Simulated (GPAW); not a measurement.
The system is ZnS (Wurtzite-2H).

```
CELL_PARAMETERS angstrom
3.81100 0.00000 0.00000
-1.90550 3.30042 0.00000
0.00000 0.00000 6.23400
ATOMIC_POSITIONS crystal
Zn 0.66667 0.33333 0.50000
Zn 0.33333 0.66667 0.00000
S 0.66667 0.33333 0.88500
S 0.33333 0.66667 0.38500
```

| Item | Value |
| --- | --- |
| Program | GPAW 26.7.0 |
| Task | relaxation of cell and atoms |
| Functional | revPBE |
| Potentials or basis | the program's PAW data sets (release 1.2.1) made for this functional |
| Cutoff | 600 eV |
| Basis | pw |
| k mesh | 8 × 8 × 5 |
| Occupations | fermi-dirac, width 0.05 eV |
| Spin | no spin polarisation |

At the start: pressure 4.5 GPa; volume 19.60 Å³/atom.

Task: Where does the relaxation end?

Result: Over 25 steps the energy falls by 21.1 meV/atom and the volume is 20.78 Å³/atom (+6.0 %); space group P6_3mc (No. 186, to 0.05 Å).

The path:
```csv
step,energy change (eV),largest force (eV/Å),pressure (GPa),volume (Å³)
1,0.0000,0.3371,4.46,78.41
2,-0.0135,0.2976,4.09,78.73
3,-0.0355,0.2224,3.40,79.35
4,-0.0583,0.1206,2.51,80.24
5,-0.0747,0.0068,1.50,81.33
6,-0.0808,0.0941,0.47,82.58
7,-0.0810,0.0907,0.46,82.58
8,-0.0813,0.0842,0.44,82.60
9,-0.0817,0.0747,0.42,82.63
10,-0.0822,0.0628,0.39,82.67
11,-0.0827,0.0488,0.35,82.71
12,-0.0832,0.0335,0.31,82.76
13,-0.0836,0.0175,0.26,82.82
14,-0.0839,0.0001,0.20,82.90
15,-0.0841,0.0177,0.13,82.99
16,-0.0841,0.0327,0.05,83.09
17,-0.0841,0.0324,0.05,83.09
18,-0.0841,0.0317,0.05,83.10
19,-0.0841,0.0307,0.05,83.10
20,-0.0842,0.0292,0.05,83.10
21,-0.0842,0.0275,0.04,83.10
22,-0.0842,0.0255,0.04,83.10
23,-0.0842,0.0232,0.04,83.11
24,-0.0843,0.0204,0.04,83.11
25,-0.0843,0.0170,0.03,83.11
```

Final structure:
```yaml
crystal:
  lattice:
    - [3.88687, 0.00000, 0.00000]
    - [-1.94343, 3.36612, 0.00000]
    - [0.00000, 0.00000, 6.35255]
  atoms:
    - { symbol: Zn, position: [0.66667, 0.33333, 0.50463] }
    - { symbol: Zn, position: [0.33333, 0.66667, 0.00463] }
    - { symbol: S, position: [0.66667, 0.33333, 0.88037] }
    - { symbol: S, position: [0.33333, 0.66667, 0.38037] }
```

Caveat: later steps reuse the first step's grids.
